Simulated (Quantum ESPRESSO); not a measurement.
# TaN (Fm-3m) in Quantum ESPRESSO: equation of state

Aim: energy against volume of TaN in PBE, for its equilibrium volume and stiffness.

Program: Quantum ESPRESSO 7.5. These are calculated values, not measurements. Logs are shortened: lines on timing, memory, paths and dates and some standing lists are left out, and cuts for length are marked.

**1. Starting point**

The structure is cubic, space group Fm-3m (No. 225). Conventional cell: a = 4.423 Å, b = 4.423 Å, c = 4.423 Å, α = 90.00°, β = 90.00°, γ = 90.00°. Around Ta (site symmetry m-3m) lie 6 N at 2.21 Å. Around N (site symmetry m-3m) lie 6 Ta at 2.21 Å.

The cell comes from a database or a generator and needn't be the stable form of this composition.

**2. Single point, PBE, 10.16 Å³/atom**

The input, pw.in:

```
&CONTROL
  calculation = 'scf'
  prefix = 'pwscf'
  outdir = './tmp'
  pseudo_dir = './pseudo'
  tprnfor = .true.
  tstress = .true.
  disk_io = 'nowf'
/
&SYSTEM
  ibrav = 0
  nat = 2
  ntyp = 2
  ecutwfc = 60
  ecutrho = 480
  nbnd = 15
  occupations = 'smearing'
  smearing = 'fd'
  degauss = 0.00367493
/
&ELECTRONS
  conv_thr = 4d-10
  electron_maxstep = 120
  mixing_beta = 0.5
/
ATOMIC_SPECIES
Ta   180.9479 Ta_pbe_v1.uspp.F.UPF
N     14.0070 N.pbe-n-radius_5.UPF
CELL_PARAMETERS angstrom
   0.0000000000    2.1661812927    2.1661812927
   2.1661812927    0.0000000000    2.1661812927
   2.1661812927    2.1661812927    0.0000000000
ATOMIC_POSITIONS crystal
Ta     0.5000000000    0.5000000000    0.5000000000
N      0.0000000000    0.0000000000    0.0000000000
K_POINTS automatic
10 10 10 0 0 0
```

Potentials or basis: SSSP 1.3 efficiency PBE.

Started as:

```sh
$ OMP_NUM_THREADS=1 pw.x -in pw.in > pw.out
```

pw.out:

```text
This program is part of the open-source Quantum ESPRESSO suite
     for quantum simulation of materials; please cite
[... 9 lines left out ...]
     --------------------
     sticks:   dense  smooth     PW     G-vecs:    dense   smooth      PW
     Sum        1111     559    169                24309     8609    1471

     Using Slab Decomposition

     bravais-lattice index     =            0
     lattice parameter (alat)  =       5.7891  a.u.
     unit-cell volume          =     137.1864 (a.u.)^3
     number of atoms/cell      =            2
     number of atomic types    =            2
     number of electrons       =        18.00
     number of Kohn-Sham states=           15
     kinetic-energy cutoff     =      60.0000  Ry
     charge density cutoff     =     480.0000  Ry
     scf convergence threshold =      4.0E-10
     mixing beta               =       0.5000
     number of iterations used =            8  plain     mixing
     Exchange-correlation= PBE
                           (   1   4   3   4   0   0   0)

     celldm(1)=   5.789068  celldm(2)=   0.000000  celldm(3)=   0.000000
     celldm(4)=   0.000000  celldm(5)=   0.000000  celldm(6)=   0.000000

     crystal axes: (cart. coord. in units of alat)
               a(1) = (   0.000000   0.707107   0.707107 )
               a(2) = (   0.707107   0.000000   0.707107 )
               a(3) = (   0.707107   0.707107   0.000000 )

     reciprocal axes: (cart. coord. in units 2 pi/alat)
               b(1) = ( -0.707107  0.707107  0.707107 )
               b(2) = (  0.707107 -0.707107  0.707107 )
               b(3) = (  0.707107  0.707107 -0.707107 )

     PseudoPot. # 1 for Ta read from file:
     Ta_pbe_v1.uspp.F.UPF
     Pseudo is Ultrasoft + core correction, Zval = 13.0
     Generated by new atomic code, or converted to UPF format
     Using radial grid of  921 points,  7 beta functions with:
                l(1) =   0
                l(2) =   0
                l(3) =   1
                l(4) =   1
                l(5) =   2
                l(6) =   2
                l(7) =   3
     Q(r) pseudized with  6 coefficients,  rinner =    1.300   1.300   1.300
                                                       1.300   1.300   1.300
                                                       1.300

     PseudoPot. # 2 for N  read from file:
     N.pbe-n-radius_5.UPF
     Pseudo is Ultrasoft + core correction, Zval =  5.0
     Generated using "atomic" code by A. Dal Corso  v.5.1
     Using radial grid of 1085 points,  4 beta functions with:
                l(1) =   0
                l(2) =   0
                l(3) =   1
                l(4) =   1
     Q(r) pseudized with 0 coefficients

     atomic species   valence    mass     pseudopotential
     Ta               13.00   180.94790     Ta( 1.00)
     N                 5.00    14.00700     N ( 1.00)

     48 Sym. Ops., with inversion, found

   Cartesian axes

     site n.     atom                  positions (alat units)
         1        Ta     tau(   1) = (   0.7071068   0.7071068   0.7071068  )
         2        N      tau(   2) = (   0.0000000   0.0000000   0.0000000  )

     number of k points=    47  Fermi-Dirac smearing, width (Ry)=  0.0037
                       cart. coord. in units 2pi/alat
        k(    1) = (   0.0000000   0.0000000   0.0000000), wk =   0.0020000
        k(    2) = (   0.0707107   0.0707107  -0.0707107), wk =   0.0160000
        k(    3) = (   0.1414214   0.1414214  -0.1414214), wk =   0.0160000
        k(    4) = (   0.2121320   0.2121320  -0.2121320), wk =   0.0160000
        k(    5) = (   0.2828427   0.2828427  -0.2828427), wk =   0.0160000
        k(    6) = (  -0.3535534  -0.3535534   0.3535534), wk =   0.0080000
[... 39 lines left out ...]
        k(   46) = (  -0.0707107  -0.3535534   0.6363961), wk =   0.0480000
        k(   47) = (  -0.7071068   0.2828427   0.0000000), wk =   0.0240000

     Dense  grid:    24309 G-vectors     FFT dimensions: (  45,  45,  45)

     Smooth grid:     8609 G-vectors     FFT dimensions: (  30,  30,  30)

     Initial potential from superposition of free atoms

     starting charge      17.9989, renormalised to      18.0000

     negative rho (up, down):  9.335E-02 0.000E+00
     Starting wfcs are   17 randomized atomic wfcs

     Self-consistent Calculation

     iteration #  1     ecut=    60.00 Ry     beta= 0.50
     Davidson diagonalization with overlap
     ethr =  1.00E-02,  avg # of iterations =  3.1

     negative rho (up, down):  9.605E-02 0.000E+00

     total energy              =    -162.01291436 Ry
     estimated scf accuracy    <       0.48208667 Ry

     iteration #  2     ecut=    60.00 Ry     beta= 0.50
     Davidson diagonalization with overlap
     ethr =  2.68E-03,  avg # of iterations =  2.0

     negative rho (up, down):  9.722E-02 0.000E+00

     total energy              =    -162.15607194 Ry
     estimated scf accuracy    <       0.20125868 Ry

     iteration #  3     ecut=    60.00 Ry     beta= 0.50
     Davidson diagonalization with overlap
     ethr =  1.12E-03,  avg # of iterations =  1.1

     negative rho (up, down):  1.000E-01 0.000E+00

     total energy              =    -162.19351724 Ry
     estimated scf accuracy    <       0.00238267 Ry

     iteration #  4     ecut=    60.00 Ry     beta= 0.50
     Davidson diagonalization with overlap
     ethr =  1.32E-05,  avg # of iterations =  2.8

     negative rho (up, down):  9.951E-02 0.000E+00

     total energy              =    -162.19391963 Ry
     estimated scf accuracy    <       0.00080672 Ry

     iteration #  5     ecut=    60.00 Ry     beta= 0.50
     Davidson diagonalization with overlap
     ethr =  4.48E-06,  avg # of iterations =  1.3

     negative rho (up, down):  9.943E-02 0.000E+00

     total energy              =    -162.19394534 Ry
     estimated scf accuracy    <       0.00006346 Ry
[... 37 lines left out ...]
     iteration # 10     ecut=    60.00 Ry     beta= 0.50
     Davidson diagonalization with overlap
     ethr =  1.54E-10,  avg # of iterations =  1.1

     negative rho (up, down):  9.939E-02 0.000E+00

     total energy              =    -162.19394751 Ry
     estimated scf accuracy    <          5.8E-09 Ry

     iteration # 11     ecut=    60.00 Ry     beta= 0.50
     Davidson diagonalization with overlap
     ethr =  3.22E-11,  avg # of iterations =  2.0

     negative rho (up, down):  9.939E-02 0.000E+00

     total energy              =    -162.19394751 Ry
     estimated scf accuracy    <          7.3E-10 Ry

     iteration # 12     ecut=    60.00 Ry     beta= 0.50
     Davidson diagonalization with overlap
     ethr =  4.07E-12,  avg # of iterations =  1.2

     negative rho (up, down):  9.939E-02 0.000E+00

     total energy              =    -162.19394751 Ry
     estimated scf accuracy    <          5.4E-10 Ry

     iteration # 13     ecut=    60.00 Ry     beta= 0.50
     Davidson diagonalization with overlap
     ethr =  3.01E-12,  avg # of iterations =  1.4

     negative rho (up, down):  9.939E-02 0.000E+00

     End of self-consistent calculation

          k = 0.0000 0.0000 0.0000 (  1067 PWs)   bands (ev):

   -46.7118 -12.9166 -12.9166 -12.9166   3.5516  18.7983  18.7983  18.7983
    20.5399  20.5399  20.5399  22.8522  22.8522  24.6810  31.9279

          k = 0.0707 0.0707-0.0707 (  1067 PWs)   bands (ev):

   -46.7052 -13.0211 -12.9257 -12.9257   3.8116  17.6668  18.0127  18.0127
    20.9189  20.9189  20.9993  23.8219  23.8219  25.3709  32.7015

          k = 0.1414 0.1414-0.1414 (  1065 PWs)   bands (ev):

   -46.6878 -13.2856 -12.9496 -12.9496   4.5184  15.7847  16.7621  16.7621
    21.5827  21.7806  21.7806  25.8185  25.8185  26.8253  34.5357

          k = 0.2121 0.2121-0.2121 (  1077 PWs)   bands (ev):

   -46.6663 -13.5960 -12.9788 -12.9788   5.4801  13.9860  15.7308  15.7308
    22.4443  22.9926  22.9926  27.9821  28.0035  28.0035  35.3924

          k = 0.2828 0.2828-0.2828 (  1065 PWs)   bands (ev):

   -46.6487 -13.8356 -13.0022 -13.0022   6.4059  12.5927  15.0784  15.0784
    23.7596  24.2355  24.2355  27.7079  29.8954  29.8954  35.0267

          k =-0.3536-0.3536 0.3536 (  1068 PWs)   bands (ev):

   -46.6421 -13.9246 -13.0111 -13.0111   6.8323  12.0182  14.8564  14.8564
    24.8207  24.8207  24.9100  26.6819  30.7917  30.7917  35.1094

          k = 0.1414-0.0000 0.0000 (  1074 PWs)   bands (ev):

   -46.7030 -13.0150 -12.9488 -12.9488   3.8843  16.9322  18.2577  18.2577
    20.0378  21.6199  21.6199  23.0272  24.0766  26.1042  32.9498

          k = 0.2121 0.0707-0.0707 (  1062 PWs)   bands (ev):

   -46.6892 -13.2103 -12.9839 -12.9651   4.3990  15.6103  17.2519  17.5048
    20.1682  22.4092  22.4333  24.1947  25.1812  27.8096  34.4587

          k = 0.2828 0.1414-0.1414 (  1082 PWs)   bands (ev):

   -46.6690 -13.4951 -13.0174 -12.9939   5.2015  14.2977  16.0122  16.4603
    20.8930  23.3922  23.4669  26.2132  26.8556  29.3768  35.7030

          k = 0.3536 0.2121-0.2121 (  1080 PWs)   bands (ev):
[... 74 lines left out ...]
          k =-0.1414-0.5657 0.5657 (  1074 PWs)   bands (ev):

   -46.6270 -13.6917 -13.3133 -13.1686   5.4246  14.7102  15.8223  16.6617
    19.7916  25.7506  25.8391  27.0386  28.2248  31.2893  32.8475

          k =-0.0707-0.4950 0.4950 (  1091 PWs)   bands (ev):

   -46.6243 -13.6555 -13.4418 -13.1311   5.7532  14.1584  15.6959  15.9441
    21.2906  24.9958  25.1508  27.8017  28.9933  32.1985  33.3962

          k =-0.0000-0.4243 0.4243 (  1081 PWs)   bands (ev):

   -46.6300 -13.6344 -13.4389 -13.0717   6.0264  13.4971  15.4300  15.7561
    23.1287  24.1616  24.2062  26.7465  30.4846  32.5249  33.7660

          k = 0.5657-0.0000 0.0000 (  1082 PWs)   bands (ev):

   -46.6280 -13.7028 -13.2183 -13.2183   4.9366  15.2788  17.2323  17.8986
    17.8986  24.7911  26.3687  26.3687  27.2617  31.1158  32.9226

          k =-0.0707-0.6364 0.6364 (  1080 PWs)   bands (ev):

   -46.6213 -13.7329 -13.2840 -13.2274   4.9676  15.7372  16.4736  17.5885
    18.5583  25.6178  26.3136  26.3778  27.9129  30.4894  32.4119

          k = 0.0000-0.5657 0.5657 (  1073 PWs)   bands (ev):

   -46.6199 -13.6751 -13.4117 -13.1943   5.2686  15.3774  15.8739  16.7896
    19.6731  25.7503  25.8753  27.2254  27.9576  31.0876  33.0059

          k =-0.7071 0.0000 0.0000 (  1090 PWs)   bands (ev):

   -46.6191 -13.7697 -13.2496 -13.2496   4.8002  16.0280  16.9889  18.0157
    18.0157  25.0461  26.5849  26.5849  27.7997  30.1129  31.9387

          k = 0.2828 0.1414 0.0000 (  1068 PWs)   bands (ev):

   -46.6740 -13.3701 -13.0719 -12.9793   4.9107  14.6306  16.5772  16.9797
    20.3067  23.2184  23.6511  24.4031  26.5217  29.4094  35.9103

          k = 0.3536 0.2121-0.0707 (  1074 PWs)   bands (ev):

   -46.6552 -13.5814 -13.1450 -13.0098   5.5647  13.7889  15.6953  16.2833
    21.0317  23.9257  24.8217  25.7501  28.0923  30.5505  35.4072

          k =-0.2828-0.4243 0.5657 (  1075 PWs)   bands (ev):

   -46.6399 -13.7550 -13.1810 -13.0483   6.1217  13.1412  15.2403  15.6702
    22.1061  24.7446  24.9579  27.4698  29.2632  31.0608  34.0808

          k =-0.2121-0.3536 0.4950 (  1084 PWs)   bands (ev):

   -46.6341 -13.8210 -13.1899 -13.0668   6.3444  12.8822  15.2730  15.2781
    23.2877  23.8633  25.3288  28.3869  29.9845  30.8430  33.7906

          k = 0.4243 0.1414-0.0000 (  1068 PWs)   bands (ev):

   -46.6481 -13.5668 -13.1807 -13.0958   5.3214  14.1321  16.6080  16.6156
    19.6084  24.8625  25.1617  25.5677  27.1426  31.4393  35.1765

          k =-0.2121-0.4950 0.6364 (  1076 PWs)   bands (ev):

   -46.6342 -13.6688 -13.2676 -13.1317   5.6182  14.1237  15.7842  16.2306
    20.5057  25.1803  25.6802  26.4610  28.6395  31.6383  33.4466

          k =-0.1414-0.4243 0.5657 (  1085 PWs)   bands (ev):

   -46.6270 -13.7058 -13.3426 -13.1393   5.8678  13.8970  15.5620  15.8081
    21.7511  24.1030  25.8429  27.9717  28.9188  32.0957  33.2643

          k =-0.0707-0.3536 0.4950 (  1080 PWs)   bands (ev):

   -46.6292 -13.6798 -13.3727 -13.1039   5.9795  13.6230  15.4839  15.7252
    22.8262  23.4105  25.3751  27.1594  29.8715  32.3567  33.6315

          k = 0.0000-0.2828 0.4243 (  1073 PWs)   bands (ev):

   -46.6400 -13.6371 -13.2972 -13.0504   5.8728  13.5657  15.4477  15.9694
    21.8395  24.6878  24.7526  26.0106  29.5884  31.3886  34.2667

          k =-0.1414-0.5657 0.7071 (  1077 PWs)   bands (ev):

   -46.6271 -13.6856 -13.2679 -13.2114   5.1842  15.0990  16.4137  16.8032
    19.3082  25.5658  25.9367  26.3142  28.0333  31.1956  32.9927

          k =-0.0707-0.4950 0.6364 (  1080 PWs)   bands (ev):

   -46.6212 -13.6624 -13.3835 -13.2191   5.3736  15.1988  15.8508  16.3368
    20.2958  24.8949  26.3582  26.8872  28.2691  31.5817  33.2586

          k =-0.0000-0.4243 0.5657 (  1086 PWs)   bands (ev):

   -46.6220 -13.5517 -13.5393 -13.1727   5.6809  14.4204  15.7741  15.9147
    21.6509  23.8489  25.9737  27.4193  28.5820  32.8819  34.2707

          k =-0.7071 0.1414 0.0000 (  1084 PWs)   bands (ev):

   -46.6191 -13.7217 -13.3010 -13.2608   5.0380  15.9446  16.3372  16.8109
    19.2627  25.7493  25.9727  26.5899  28.0837  30.6190  32.5545

          k =-0.1414-0.4243 0.7071 (  1078 PWs)   bands (ev):

   -46.6248 -13.6327 -13.3962 -13.1906   5.6465  14.4655  15.7849  15.8842
    21.4796  23.9965  26.1654  26.6765  28.9921  32.4442  33.6881

          k =-0.0707-0.3536 0.6364 (  1074 PWs)   bands (ev):

   -46.6212 -13.5853 -13.4682 -13.2244   5.6584  14.5809  15.7488  15.8481
    22.5861  22.6649  26.3677  27.4734  28.0642  33.3124  34.1989

          k =-0.7071 0.2828 0.0000 (  1074 PWs)   bands (ev):

   -46.6190 -13.5943 -13.4336 -13.2788   5.4697  15.2649  15.8119  15.8750
    21.3814  23.7396  26.5981  26.9742  27.8494  32.7364  34.1326

     the Fermi energy is    22.7894 ev

!    total energy              =    -162.19394751 Ry
     estimated scf accuracy    <          1.9E-11 Ry
     smearing contrib. (-TS)   =      -0.00038517 Ry
     internal energy E=F+TS    =    -162.19356235 Ry

     The total energy is F=E-TS. E is the sum of the following terms:
     one-electron contribution =      -2.28897021 Ry
     hartree contribution      =      14.01991110 Ry
     xc contribution           =     -47.97712415 Ry
     ewald contribution        =    -125.94737910 Ry

     convergence has been achieved in  13 iterations

     negative rho (up, down):  9.939E-02 0.000E+00

     Forces acting on atoms (cartesian axes, Ry/au):

     atom    1 type  1   force =     0.00000000    0.00000000    0.00000000
     atom    2 type  2   force =     0.00000000    0.00000000    0.00000000

     Total force =     0.000000     Total SCF correction =     0.000000

     Computing stress (Cartesian axis) and pressure

     negative rho (up, down):  9.939E-02 0.000E+00
          total   stress  (Ry/bohr**3)                   (kbar)     P=      211.83
   0.00144002  -0.00000000  -0.00000000          211.83       -0.00       -0.00
  -0.00000000   0.00144002  -0.00000000           -0.00      211.83       -0.00
  -0.00000000  -0.00000000   0.00144002           -0.00       -0.00      211.83

=------------------------------------------------------------------------------=
   JOB DONE.
=------------------------------------------------------------------------------=
```

Wall time 13 s (1 thread of Intel Xeon 6975P-C (Granite Rapids), shared host); peak memory 0.2 GiB.

What came out:

```
Free energy            : -2206.7611 eV
Pressure               : 21.2 GPa
Band gap on the k mesh : none (metal or under the smearing width)
```

**3. Single point, PBE, 10.38 Å³/atom**

pw.in, as its differences from that of step 2:

```diff
@@ -29,5 +29,5 @@
 CELL_PARAMETERS angstrom
-   0.0000000000    2.1661812927    2.1661812927
-   2.1661812927    0.0000000000    2.1661812927
-   2.1661812927    2.1661812927    0.0000000000
+   0.0000000000    2.1814365931    2.1814365931
+   2.1814365931    0.0000000000    2.1814365931
+   2.1814365931    2.1814365931    0.0000000000
 ATOMIC_POSITIONS crystal
```

Potentials or basis: SSSP 1.3 efficiency PBE.

Started as:

```sh
$ OMP_NUM_THREADS=1 pw.x -in pw.in > pw.out
```

Wall time 11 s (1 thread of Intel Xeon 6975P-C (Granite Rapids), shared host); peak memory 0.21 GiB.

It converged, with:

```yaml
Free_energy: -2206.8072 eV
Pressure: 12.7 GPa
Band_gap_on_the_k_mesh: none (metal or under the smearing width)
```

**4. Single point, PBE, 10.60 Å³/atom**

pw.in, as its differences from that of step 3:

```diff
@@ -29,5 +29,5 @@
 CELL_PARAMETERS angstrom
-   0.0000000000    2.1814365931    2.1814365931
-   2.1814365931    0.0000000000    2.1814365931
-   2.1814365931    2.1814365931    0.0000000000
+   0.0000000000    2.1964814589    2.1964814589
+   2.1964814589    0.0000000000    2.1964814589
+   2.1964814589    2.1964814589    0.0000000000
 ATOMIC_POSITIONS crystal
```

Started as:

```sh
$ OMP_NUM_THREADS=1 pw.x -in pw.in > pw.out
```

It took 12 s on 1 thread of Intel Xeon 6975P-C (Granite Rapids), shared host; peak memory 0.21 GiB.

The run converged. Its results:

| Item | Value |
| --- | --- |
| Free energy | -2206.8316 eV |
| Pressure | 5.0 GPa |
| Band gap on the k mesh | none (metal or under the smearing width) |

**5. Single point, PBE, 10.81 Å³/atom**

pw.in, as its differences from that of step 4:

```diff
@@ -29,5 +29,5 @@
 CELL_PARAMETERS angstrom
-   0.0000000000    2.1964814589    2.1964814589
-   2.1964814589    0.0000000000    2.1964814589
-   2.1964814589    2.1964814589    0.0000000000
+   0.0000000000    2.2113230000    2.2113230000
+   2.2113230000    0.0000000000    2.2113230000
+   2.2113230000    2.2113230000    0.0000000000
 ATOMIC_POSITIONS crystal
```

Started as:

```sh
$ OMP_NUM_THREADS=1 pw.x -in pw.in > pw.out
```

It took 12 s on 1 thread of Intel Xeon 6975P-C (Granite Rapids), shared host; peak memory 0.22 GiB.

It converged, with:

```
Free energy            : -2206.8364 eV
Pressure               : -1.8 GPa
Band gap on the k mesh : none (metal or under the smearing width)
```

**6. Single point, PBE, 11.03 Å³/atom**

pw.in, as its differences from that of step 5:

```diff
@@ -29,5 +29,5 @@
 CELL_PARAMETERS angstrom
-   0.0000000000    2.2113230000    2.2113230000
-   2.2113230000    0.0000000000    2.2113230000
-   2.2113230000    2.2113230000    0.0000000000
+   0.0000000000    2.2259679500    2.2259679500
+   2.2259679500    0.0000000000    2.2259679500
+   2.2259679500    2.2259679500    0.0000000000
 ATOMIC_POSITIONS crystal
```

Potentials or basis: SSSP 1.3 efficiency PBE.

Started as:

```sh
$ OMP_NUM_THREADS=1 pw.x -in pw.in > pw.out
```

Wall time 12 s (1 thread of Intel Xeon 6975P-C (Granite Rapids), shared host); peak memory 0.22 GiB.

The run converged. Its results:

* Free energy: -2206.8237 eV
* Pressure: -8.0 GPa
* Band gap on the k mesh: none (metal or under the smearing width)

(Continued in part 2 of 2.)
